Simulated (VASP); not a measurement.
Wanted: the native input for a VASP 6.6.1 run.

```yaml
Task: single point
Functional: PBEsol
Potentials_or_basis: VASP PAW PBE potentials, release 64 (Ga_d, P)
Cutoff: 520 eV
k_mesh: 8 × 8 × 8
Occupations: gaussian, width 0.02 eV
Spin: no spin polarisation
Dipole_correction: no
Further_INCAR_settings: ALGO = Fast; EDIFF = 1e-06; NBANDS = 16
```

The structure of GaP lies in POSCAR:

```
GaP
1.0
    0.0000000000      2.7192250975      2.7192250975
    2.7192250975      0.0000000000      2.7192250975
    2.7192250975      2.7192250975      0.0000000000
Ga P
1 1
Direct
    0.0000000000      0.0000000000      0.0000000000
    0.2500000000      0.2500000000      0.2500000000
```

These files were run (other wordings do the same):

INCAR

```
  PREC = Accurate
  ENCUT = 520
  EDIFF = 1E-6
  ISMEAR = 0
  SIGMA = 0.02
  LREAL = False
  LASPH = True
  NELM = 60
  ALGO = Fast
  ISIF = 2
  LWAVE = False
  LCHARG = True
  GGA = PS
  LELF = True
  LVHAR = True
  NBANDS = 16
```

KPOINTS

```
regular mesh
0
Gamma
  8 8 8
```

Potentials or basis: VASP PAW PBE potentials, release 64 (Ga_d, P).

The run is started by

```sh
$ cat potpaw_PBE.64/Ga_d/POTCAR potpaw_PBE.64/P/POTCAR > POTCAR
$ mpirun -np 1 vasp_std > vasp.out
```

Results of the run:

```
Pressure               : -0.1 GPa
Band gap on the k mesh : 1.50 eV, indirect (least direct gap 1.80 eV)
```

Caveat: the PAW data sets were made with another functional, which shifts forces and pressure a little.

Wall time 22 s on 1 thread of Intel(R) Xeon(R) Platinum 8488C (Sapphire Rapids), on a shared host, peak memory 0.16 GiB.
